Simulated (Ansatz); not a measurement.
# InSe: the cost of one run

Program: Ansatz 0.2.0 through its Python package. Level of theory: DFT LDA, plane waves, PAW. These are calculated values, not measurements.

The COD entry's cell or inner coordinates are ideal or old and differ from later refinements, so a difference from it is no clean test against experiment.

## 1. Starting point

The structure is trigonal, space group R3m (No. 160). The conventional cell has a = 4.000 Å, b = 4.000 Å, c = 25.320 Å, α = 90.00°, β = 90.00°, γ = 120.00°. Around In (site symmetry 3m) lie 3 Se at 2.64 Å and 1 In at 2.82 Å. Around In (site symmetry 3m) lie 3 Se at 2.63 Å and 1 In at 2.82 Å. Se (site symmetry 3m) is surrounded by 3 In at 2.64 Å. Se (site symmetry 3m) has 3 In at 2.63 Å as nearest neighbours.

The script holds or builds the structure itself.

## 2. The script

Contents of run_pdos.py:

```python
"""Projected density of states of InSe."""

import warnings

import ansatz as az
import numpy as np

warnings.simplefilter("ignore", az.DeckWarning)

structure = (
    az.Lattice.from_parameters(4.0, 4.0, 25.32, alpha=90, beta=90, gamma=120)
    .space_group(160)
    .atom("In", (0.0, 0.0, 0.0))
    .atom("In", (2 / 3, 1 / 3, 0.221933))
    .atom("Se", (1 / 3, 2 / 3, 0.050167))
    .atom("Se", (0.0, 0.0, 0.1719))
    .primitive()
)

calculation = (
    structure.calculation()
    .functional("lda")
    .basis(420)
    .kpoints(3)
    .occupations(az.OccupationsMethod.FIXED)
    .scf(extra_bands=14)
    .density_of_states(projected=True, method="smearing", broadening_width=0.15, energy_step=0.1)
)
done = calculation.run(threads=1)
data = done.report

dos = done.density_of_states()
energy = np.asarray(dos.energies_ev) - dos.fermi_ev
curves = {}
for site in done.projected_density_of_states().sites:
    for shell in site.shells:
        weight = sum(np.sum(curve.g_bin_mean_per_ev, axis=0) for curve in shell.curves)
        name = f"{site.species} {shell.label}"
        curves[name] = curves.get(name, 0) + weight

print("E-EF   " + " ".join(f"{name:>8s}" for name in curves))
for e in np.arange(-6, 6 + 0.1, 1.0):
    print(f"{e:5.1f}  " + " ".join(f"{np.interp(e, energy, g):8.3f}" for g in curves.values()))
```

## 3. The run

Run with:

```
$ python run_pdos.py
```

**Question.** How long does this script take on 1 thread of Arm Neoverse V2, shared host, and how much memory does it need?

About 3.4 s, with a peak of 0.38 GiB.
